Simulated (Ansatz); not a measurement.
The cell was built from the sc type and relaxed in the same program; it needn't be a known or the stable phase. The listed cell was then made from it by scaling, straining or moving an atom.

An input for Ge: DFT, PBE, PAW with Ansatz's default frozen-core files, scalar-relativistic (Ansatz 0.2.0).

```yaml
crystal:
  lattice:
    - [2.6754197873, 0.0, 0.0]
    - [0.0, 2.6754197873, 0.0]
    - [0.0, 0.0, 2.6754197873]
  atoms:
    - { symbol: Ge, position: [0.0, 0.0, 0.0] }
kpoints:
  mp_grid: { grid: [13, 13, 13] }
scf:
  occupations: { method: fermi_dirac, width: 0.05 }
hamiltonian:
  xc: pbe
  pseudopotentials: { kind: paw }
output:
  forces: true
  stress: true
  eigenvalues: true
  efg: { contact_densities: true }
```

Set-up and iterations as logged by Ansatz (the results part is left out, to be predicted):

```
Engine: ansatz 0.2.0
Pseudopotentials: kind: paw
Pseudopotential: Ge, paw, valence charge 14, recommended cutoff 420 eV (normal)
Functional definition: PBE
  parameter kappa = 0.804
  parameter beta = 0.06672455060314922
  exchange = pbe_x(kappa = kappa, mu = beta*pi^2/3)
  correlation = pbe_c(beta = beta)
Crystal: 1 atoms, lattice volume = 19.150 Å³
Basis set: ecut = 420 eV, 365 PW (Γ), exchange–correlation on 36×36×36 points (8 copies of the dense FFT grid, shifted against one another)
Bands: 11, of which v1, the nominal top of the filled ones, is band 7 counted from 1 (6 counted from 0)
Symmetry: 48 space group operations
Space group: Pm-3m (ITA 221), of the structure as read, at distance tolerance 2.7e-5 Å
k-points: 84 of 2197
Non-local potential: Ge, projectors of the file, l = 0: 2, l = 1: 2, l = 2: 3, l = 3: 1
PAW form: soft (Blöchl's): semilocal exchange-correlation on the pseudo side does not see the compensation charge
PAW one-centre angular grid: Ge, 590 points (default); XC on 64 Gauss nodes
Initial density: superposition of atomic densities (neutral atoms: chi_scale 0, normalization atom), corrected by the library's trained network
Initial wavefunctions: pseudopotential atomic-orbital guess
Functional: x = pbe(κ = 0.804, μ = 0.2195149727645171), c = pbe(β = 0.06672455060314922)
SCF iter   1: F=—  HF=-4294.739396 eV  |F-HF|=—  |Δ(HF+E_count)|=         —  Δρ=9.11e-4  dr2=7.36e-5  ethr=1.77e-3  ⟨swp⟩=5.5  Hψ=5426  notcnv=0
SCF iter   2: F=—  HF=-4294.739324 eV  |F-HF|=—  |Δ(HF+E_count)|=   7.16e-5  Δρ=6.80e-4  dr2=3.80e-5  ethr=5.26e-7  ⟨swp⟩=2.0  Hψ=2141  notcnv=0
SCF iter   3: F=—  HF=-4294.739374 eV  |F-HF|=—  |Δ(HF+E_count)|=   5.04e-5  Δρ=2.33e-4  dr2=5.52e-6  ethr=2.71e-7  ⟨swp⟩=2.0  Hψ=1461  notcnv=0
SCF iter   4: F=—  HF=-4294.739384 eV  |F-HF|=—  |Δ(HF+E_count)|=   9.96e-6  Δρ=6.58e-5  dr2=3.80e-7  ethr=3.94e-8  ⟨swp⟩=2.0  Hψ=1076  notcnv=0
iter 5 did not close the SCF: its close was put off for the readings that it lacked (scf_convergence_deferred on its scf_iter line)
SCF iter   5: F=-4294.739384 eV  HF=-4294.739384 eV  |F-HF|=5.07e-10  |Δ(HF+E_count)|=   3.92e-7  Δρ=6.32e-6  dr2=3.45e-9  ethr=2.71e-9  ⟨swp⟩=2.0  Hψ=1493  notcnv=0
SCF iter   6: F=-4294.739384 eV  HF=-4294.739384 eV  |F-HF|=4.08e-10  |Δ(HF+E_count)|=   1.68e-9  Δρ=1.27e-6  dr2=1.55e-10  ethr=2.47e-11  ⟨swp⟩=1.3  Hψ=2892  notcnv=0
```

Question: What pressure will this run report?

Answer: 3.03 GPa (positive in compression).
